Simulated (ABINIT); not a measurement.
The system is I.

```xyz
4
Lattice="3.6350 -2.3950 0.0000 3.6350 2.3950 0.0000 0.0000 0.0000 9.7934" Properties=species:S:1:pos:R:3 pbc="T T T"
I     3.6350   -0.7152    3.7646
I     3.6350    1.6799    1.1321
I     3.6350    0.7152    6.0288
I     3.6350   -1.6799    8.6613
```

Base run:

| Item | Value |
| --- | --- |
| Program | ABINIT 10.8.3 (patched build) |
| Functional | LDA |
| Potentials or basis | PseudoDojo NC SR LDA v0.4.1 standard |
| Cutoff | 707 eV |
| k mesh | 5 × 5 × 2 |
| Occupations | fermi-dirac, width 0.05 eV |
| Spin | no spin polarisation |

Its results: band gap on the k mesh 1.22 eV, indirect (least direct gap 1.29 eV); pressure -1.2 GPa; largest force 0.799 eV/Å.

Question: The run is repeated on the same cell with these changes: functional from LDA to PBE; potentials or basis from PseudoDojo NC SR LDA v0.4.1 standard to Ansatz NC PBE; cutoff from 707 eV to 952 eV. What comes out?

Answer: Band gap on the k mesh 1.32 eV, indirect (least direct gap 1.39 eV); pressure 1.7 GPa; largest force 0.833 eV/Å.

Caveats: spin-orbit coupling is left out, which moves the levels of the heavy elements; an odd mesh through Γ misses points on the zone boundary, where band edges often lie.
